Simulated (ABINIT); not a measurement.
# AlN (Fm-3m) in ABINIT: a series of runs

One crystal, AlN, is run at these levels: SCAN, TB-mBJ; tasks: band structure.

All numbers are computed with ABINIT 10.8.3 (patched build); they aren't measurements. Logs are shortened: lines on timing, memory, paths and dates and some standing lists are left out, and cuts for length are marked. The log counts tension as positive stress, the text compression.

## Step 1: The structure

The structure is cubic, space group Fm-3m (No. 225). The conventional cell has a = 4.069 Å, b = 4.069 Å, c = 4.069 Å, α = 90.00°, β = 90.00°, γ = 90.00°. Al (site symmetry m-3m) is surrounded by 6 N at 2.03 Å. Around N (site symmetry m-3m) lie 6 Al at 2.03 Å.

Measurements of this composition are mostly on another form, of space group No. 186.

## Step 2: Band structure, SCAN

The input, run.abi:

```
# Datasets: ground state, then fixed potential
ndtset 2

# Pseudopotentials
pp_dirpath "./"
pseudos "Al.GGA_PBE-JTH.xml, N.GGA_PBE-JTH.xml"

# Structure
acell 5.4372011667 5.4372011667 5.4372011667
rprim
     0.0000000000     0.7071067812     0.7071067812
     0.7071067812     0.0000000000     0.7071067812
     0.7071067812     0.7071067812     0.0000000000
ntypat 2
znucl 13 7
natom 2
typat 1 2
xred
     0.5000000000     0.5000000000     0.5000000000
     0.0000000000     0.0000000000     0.0000000000

# Plane-wave basis
ecut 31.0
pawecutdg 53.0

# Exchange and correlation
ixc -263267
usekden 1
pawxcdev 0

# Bands and occupations
occopt 3
tsmear 0.00183747

# SCF cycle
nstep 100

# Output
iomode 3
prtwf 0
prteig 0
prtebands 0
enunit 1
prtden1 1
prtkden1 1
prtvha1 1
prtvclmb1 1
prtpot1 1

# Dataset 1
kptopt1 1
ngkpt1 11 11 11
nshiftk1 1
shiftk1 0.0 0.0 0.0
nband1 8
tolvrs1 1.0e-7

# Dataset 2: bands along G-X-W-K-G-L-U-W-L-K
iscf2 -2
getden2 1
getkden2 1
nband2 14
nbdbuf2 4
tolwfr2 1.0e-11
kptopt2 -9
ndivsm2 8
prteig2 1
kptbounds2
     0.0000000000     0.0000000000     0.0000000000
     0.5000000000     0.0000000000     0.5000000000
     0.5000000000     0.2500000000     0.7500000000
     0.3750000000     0.3750000000     0.7500000000
     0.0000000000     0.0000000000     0.0000000000
     0.5000000000     0.5000000000     0.5000000000
     0.6250000000     0.2500000000     0.6250000000
     0.5000000000     0.2500000000     0.7500000000
     0.5000000000     0.5000000000     0.5000000000
     0.3750000000     0.3750000000     0.7500000000
```

Potentials or basis: JTH PAW PBE v2.0.

Command:

```console
abinit run.abi > log 2>&1
```

run.abo:

```text
.Version 10.8.3 of ABINIT
 DATASET    1 : space group Fm -3 m (#225); Bravais cF (face-center cubic)
================================================================================
 Values of the parameters that define the memory need for DATASET  1.
     intxc =       0    ionmov =       0      iscf =      17    lmnmax =       8
     lnmax =       4     mgfft =      30  mpssoang =       2    mqgrid =    3001
     natom =       2  nloc_mem =       2    nspden =       1   nspinor =       1
    nsppol =       1      nsym =      48    n1xccc =       1    ntypat =       2
    occopt =       3   xclevel =       2
       mpw =         950          nfft =       27000          nkpt =          56
 PAW method is used; the additional fine FFT grid is defined by:
   mgfftf=        36    nfftf =     46656
================================================================================
================================================================================

 DATASET    2 : space group Fm -3 m (#225); Bravais cF (face-center cubic)
================================================================================
 Values of the parameters that define the memory need for DATASET  2.
     intxc =       0    ionmov =       0      iscf =      -2    lmnmax =       8
     lnmax =       4     mgfft =      30  mpssoang =       2    mqgrid =    3001
     natom =       2  nloc_mem =       2    nspden =       1   nspinor =       1
    nsppol =       1      nsym =      48    n1xccc =       1    ntypat =       2
    occopt =       3   xclevel =       2
       mpw =         952          nfft =       27000          nkpt =         139
 PAW method is used; the additional fine FFT grid is defined by:
   mgfftf=        36    nfftf =     46656
================================================================================
================================================================================

--------------------------------------------------------------------------------
------------- Echo of variables that govern the present computation ------------
--------------------------------------------------------------------------------
 -outvars: echo values of preprocessed input variables --------
            acell      5.4372011667E+00  5.4372011667E+00  5.4372011667E+00 Bohr
              amu      2.69815390E+01  1.40067400E+01
             ecut      3.10000000E+01 Hartree
           enunit           1
           getden1          0
           getden2          1
          getkden1          0
          getkden2          1
             iscf1         17
             iscf2         -2
                       outvar_i_n : Printing only first  50 k-points.
              ixc     -263267
           jdtset        1    2
                       outvar_i_n : Printing only first  50 k-points.
           kptopt1          1
           kptopt2         -9
         kptrlatt       11    0    0      0   11    0      0    0   11
          kptrlen1     5.98092128E+01
          kptrlen2     3.00000000E+01
            natom           2
            nband1          8
            nband2         14
           nbdbuf1          0
           nbdbuf2          4
           ndtset           2
           ndivsm1          0
           ndivsm2          8
            ngfft          30      30      30
          ngfftdg          36      36      36
             nkpt1         56
             nkpt2        139
            nstep         100
             nsym          48
           ntypat           2
                       prtocc : prtvol=0, do not print more k-points.
           occopt           3
        pawecutdg      5.30000000E+01 Hartree
         pawxcdev           0
        prtebands           0
           prteig1          0
           prteig2          1
          prtkden           1
           prtpot1          1
           prtpot2          0
         prtvclmb1          1
         prtvclmb2          0
           prtvha1          1
           prtvha2          0
            prtwf           0
            rprim      0.0000000000E+00  7.0710678120E-01  7.0710678120E-01
                       7.0710678120E-01  0.0000000000E+00  7.0710678120E-01
                       7.0710678120E-01  7.0710678120E-01  0.0000000000E+00
           shiftk1     0.00000000E+00  0.00000000E+00  0.00000000E+00
           shiftk2     5.00000000E-01  5.00000000E-01  5.00000000E-01
[... 272 lines left out ...]
  1.1285E+00  1.1285E+00
 Non-SCF case, kpt    2 (  0.02174  0.00000  0.02174), residuals and eigenvalues=
  7.73E-13  7.36E-13  1.48E-12  1.37E-12  8.48E-12  8.90E-13  9.46E-13  6.93E-12
  8.45E-12  2.33E-13  3.48E-12  4.28E-12  3.98E-12  7.51E-12
 -2.7171E-01  3.9738E-01  3.9861E-01  3.9861E-01  6.2505E-01  8.7291E-01
  8.7778E-01  8.7778E-01  1.0690E+00  1.0832E+00  1.0874E+00  1.1295E+00
[... 809 lines left out ...]
  8.8559E-01  9.4792E-01  1.0351E+00  1.2235E+00  1.3304E+00  1.4424E+00
  1.4458E+00  1.6317E+00
 Non-SCF case, kpt  138 (  0.38393  0.38393  0.73214), residuals and eigenvalues=
  3.28E-12  1.18E-12  2.29E-12  7.41E-12  8.13E-12  2.46E-12  7.83E-12  1.37E-12
  5.54E-12  5.09E-12  2.86E-12  1.79E-10  4.14E-10  5.98E-05
 -1.2109E-01  1.6033E-01  1.9408E-01  3.1648E-01  6.4260E-01  7.7967E-01
  8.9430E-01  9.5894E-01  1.0313E+00  1.2371E+00  1.3482E+00  1.4315E+00
  1.4398E+00  1.6622E+00
 Non-SCF case, kpt  139 (  0.37500  0.37500  0.75000), residuals and eigenvalues=
  1.15E-12  1.36E-12  6.39E-12  2.22E-12  2.42E-12  8.57E-12  1.09E-12  6.93E-13
  5.21E-12  1.41E-12  6.98E-12  1.08E-10  3.21E-10  2.21E-04
 -1.1970E-01  1.5774E-01  1.9802E-01  3.1362E-01  6.3656E-01  7.6645E-01
  9.0159E-01  9.6851E-01  1.0307E+00  1.2533E+00  1.3611E+00  1.4196E+00
  1.4364E+00  1.6953E+00

Result for kinetic energy density :

--------------------------------------------------------------------------------
 Total kinetic energy density [Ha/Bohr^3]
)     Maximum=    2.7525E+00  at reduced coord.    0.0000    0.0000    0.0000
)     Minimum=    1.0459E-02  at reduced coord.    0.5000    0.5000    0.5000
   Integrated=    7.1174E+00
--------------------------------------------------------------------------------

--- !ResultsGS
iteration_state: {dtset: 2, }
comment   : Summary of ground state results
lattice_vectors:
- [  0.0000000,   3.8446818,   3.8446818, ]
- [  3.8446818,   0.0000000,   3.8446818, ]
- [  3.8446818,   3.8446818,   0.0000000, ]
lattice_lengths: [   5.43720,    5.43720,    5.43720, ]
lattice_angles: [ 60.000,  60.000,  60.000, ] # degrees, (23, 13, 12)
lattice_volume:   1.1366093E+02
convergence: {deltae:  0.000E+00, res2:  0.000E+00, residm:  9.907E-12, diffor:  0.000E+00, }
etotal    :  -1.04325939E+01
entropy   :   0.00000000E+00
fermie    :   4.86487546E-01
cartesian_stress_tensor: null
pressure_GPa: null
xred      :
- [  5.0000E-01,   5.0000E-01,   5.0000E-01, Al]
- [  0.0000E+00,   0.0000E+00,   0.0000E+00,  N]
cartesian_forces: null
force_length_stats: {min: null, max: null, mean: null, }
...

 Integrated electronic density in atomic spheres:
 ------------------------------------------------
 Atom  Sphere_radius  Integrated_density
    1        1.90363          0.79573929
    2        1.20497          2.64886185

================================================================================

 ----iterations are completed or convergence reached----

 Mean square residual over all n,k,spin=   34.677E-13; max=  99.071E-13
 reduced coordinates (array xred) for    2 atoms
       0.500000000000      0.500000000000      0.500000000000
       0.000000000000      0.000000000000      0.000000000000

 cartesian coordinates (angstrom) at end:
    1      2.03451799867307     2.03451799867307     2.03451799867307
    2      0.00000000000000     0.00000000000000     0.00000000000000
 length scales=  5.437201166700  5.437201166700  5.437201166700 bohr
              =  2.877242946561  2.877242946561  2.877242946561 angstroms
 Eigenvalues (   eV  ) for nkpt= 139  k points:
 kpt#   1, nband= 14, wtk=  1.00000, kpt=  0.0000  0.0000  0.0000 (reduced coord)
  -7.40654   10.86574   10.86574   10.86574   16.95663   23.85462   23.85462   23.85462
  29.33754   29.57374   29.57374   30.70784   30.70784   30.70784
 kpt#   2, nband= 14, wtk=  1.00000, kpt=  0.0217  0.0000  0.0217 (reduced coord)
  -7.39353   10.81313   10.84686   10.84686   17.00859   23.75311   23.88572   23.88572
  29.08816   29.47425   29.58952   30.73550   30.73550   31.19369
 kpt#   3, nband= 14, wtk=  1.00000, kpt=  0.0435  0.0000  0.0435 (reduced coord)
  -7.35457   10.66089   10.79111   10.79111   17.15851   23.47515   23.97766   23.97766
  28.28458   29.63680   29.85781   30.81878   30.81878   31.99837
 kpt#   4, nband= 14, wtk=  1.00000, kpt=  0.0652  0.0000  0.0652 (reduced coord)
  -7.28988   10.42345   10.70106   10.70106   17.39088   23.07743   24.12656   24.12656
  27.44501   29.71548   30.43150   30.95864   30.95864   32.84091
 kpt#   5, nband= 14, wtk=  1.00000, kpt=  0.0870  0.0000  0.0870 (reduced coord)
  -7.19978   10.11835   10.58061   10.58061   17.68538   22.61260   24.32636   24.32636
  26.61137   29.82532   31.14267   31.15651   31.15651   33.68111
 kpt#   6, nband= 14, wtk=  1.00000, kpt=  0.1087  0.0000  0.1087 (reduced coord)
  -7.08479    9.76284   10.43458   10.43458   18.02066   22.11722   24.56948   24.56948
[... 386 lines left out ...]
  -3.54503    3.83219    6.11689    8.91728   18.17900   21.72258   23.82763   25.09529
  28.60721   32.79480   34.89947   39.73251   39.77078   43.05614
 kpt# 136, nband= 14, wtk=  1.00000, kpt=  0.4018  0.4018  0.6964 (reduced coord)
  -3.44662    4.06510    5.72086    8.80551   17.92098   21.71498   23.89765   25.45848
  28.35151   33.00501   35.59595   39.51070   39.54949   43.67350
 kpt# 137, nband= 14, wtk=  1.00000, kpt=  0.3929  0.3929  0.7143 (reduced coord)
  -3.36086    4.26853    5.41286    8.70292   17.68735   21.52195   24.09802   25.79410
  28.16648   33.29364   36.20082   39.24973   39.34315   44.39984
 kpt# 138, nband= 14, wtk=  1.00000, kpt=  0.3839  0.3839  0.7321 (reduced coord)
  -3.29511    4.36272    5.28110    8.61176   17.48608   21.21578   24.33508   26.09415
  28.06332   33.66206   36.68764   38.95348   39.17955   45.23042
 kpt# 139, nband= 14, wtk=  1.00000, kpt=  0.3750  0.3750  0.7500 (reduced coord)
  -3.25721    4.29240    5.38844    8.53393   17.32171   20.85613   24.53357   26.35464
  28.04710   34.10302   37.03683   38.62887   39.08533   46.13105

== END DATASET(S) ==============================================================
================================================================================

 -outvars: echo values of variables after computation  --------
            acell      5.4372011667E+00  5.4372011667E+00  5.4372011667E+00 Bohr
           etotal1    -1.0432593934E+01
            fcart1    -0.0000000000E+00 -0.0000000000E+00 -0.0000000000E+00
                      -0.0000000000E+00 -0.0000000000E+00 -0.0000000000E+00
            rprim      0.0000000000E+00  7.0710678120E-01  7.0710678120E-01
                       7.0710678120E-01  0.0000000000E+00  7.0710678120E-01
                       7.0710678120E-01  7.0710678120E-01  0.0000000000E+00
           strten1     1.2556951206E-04  1.2556951206E-04  1.2556951206E-04
                       0.0000000000E+00  0.0000000000E+00  0.0000000000E+00
           xangst      2.0345179987E+00  2.0345179987E+00  2.0345179987E+00
                       0.0000000000E+00  0.0000000000E+00  0.0000000000E+00
             xred      5.0000000000E-01  5.0000000000E-01  5.0000000000E-01
                       0.0000000000E+00  0.0000000000E+00  0.0000000000E+00
 Calculation completed.
```

Wall time 2.1 min (1 thread of Arm Neoverse V1, shared host); peak memory 0.14 GiB.

Results:

```yaml
Free_energy: -283.8853 eV
Pressure: -3.7 GPa
Band_gap_on_the_k_mesh: 5.25 eV, indirect (least direct gap 6.09 eV)
Band_gap_along_the_path: 5.12 eV, indirect (least direct gap 6.09 eV)
Valence_electrons_inside_the_program's_atomic_spheres: Al 0.80; N 2.65
```

Levels at the corners of the path, in eV from the valence-band top:
```
point  band 1  band 2  band 3  band 4  band 5  band 6  band 7  band 8
    Γ  -18.27    0.00    0.00    0.00    6.09   12.99   12.99   12.99
    X  -14.13   -7.45   -2.85   -2.85    5.12    6.06   14.99   18.20
    W  -13.99   -5.74   -5.74   -3.91    8.71   11.53   11.53   12.92
    K  -14.12   -6.57   -5.48   -2.33    6.46    9.99   13.67   15.49
    Γ  -18.27    0.00    0.00    0.00    6.09   12.99   12.99   12.99
    L  -15.10   -8.35   -1.07   -1.07    6.68   11.62   11.62   14.18
    U  -14.12   -6.57   -5.48   -2.33    6.46    9.99   13.67   15.49
    W  -13.99   -5.74   -5.74   -3.91    8.71   11.53   11.53   12.92
    L  -15.10   -8.35   -1.07   -1.07    6.68   11.62   11.62   14.18
    K  -14.12   -6.57   -5.48   -2.33    6.46    9.99   13.67   15.49
```

Caveat: the PAW data sets were made with another functional, which shifts forces and pressure a little; the mesh misses the band edges, which the band path finds closer together. SCAN opens gaps a little over a GGA but as a rule still falls short of measured ones.

## Step 3: Band structure, TB-mBJ

run.abi: that of step 2 with these lines changed.

```diff
@@ -26,3 +26,3 @@
 # Exchange and correlation
-ixc -263267
+ixc -208012
 usekden 1
@@ -36,2 +36,5 @@
 nstep 100
+diemix 0.3
+optforces 0
+optstress 0
```

Potentials or basis: JTH PAW PBE v2.0.

Command:

```console
abinit run.abi > log 2>&1
```

Wall time 4.1 min (1 thread of Arm Neoverse V1, shared host); peak memory 0.14 GiB.

The run converged. Its results:

- Band gap on the k mesh: 5.71 eV, indirect (least direct gap 6.45 eV)
- Band gap along the path: 5.58 eV, indirect (least direct gap 6.45 eV)
- Valence electrons inside the program's atomic spheres: Al 0.72; N 2.65

Levels at the corners of the path, in eV from the valence-band top:
```
point  band 1  band 2  band 3  band 4  band 5  band 6  band 7  band 8  band 9
    Γ  -17.69    0.00    0.00    0.00    6.45   14.27   14.27   14.27   18.97
    X  -13.87   -6.91   -2.65   -2.65    5.58    7.32   15.54   18.82   18.82
    W  -13.78   -5.27   -5.27   -3.53    9.11   12.25   12.25   13.31   21.37
    K  -13.89   -6.06   -5.01   -2.10    7.06   10.69   14.20   15.97   18.02
    Γ  -17.69    0.00    0.00    0.00    6.45   14.27   14.27   14.27   18.97
    L  -14.82   -7.71   -0.80   -0.80    7.19   11.96   11.96   14.62   18.60
    U  -13.89   -6.06   -5.01   -2.10    7.06   10.69   14.20   15.97   18.02
    W  -13.78   -5.27   -5.27   -3.53    9.11   12.25   12.25   13.31   21.37
    L  -14.82   -7.71   -0.80   -0.80    7.19   11.96   11.96   14.62   18.60
    K  -13.89   -6.06   -5.01   -2.10    7.06   10.69   14.20   15.97   18.02
```

Caveat: the constant c of TB-mBJ comes from the pseudo density here, which moves gaps by up to 0.3 eV between sets of potentials; the PAW data sets were made with another functional, which shifts forces and pressure a little; the mesh misses the band edges, which the band path finds closer together.
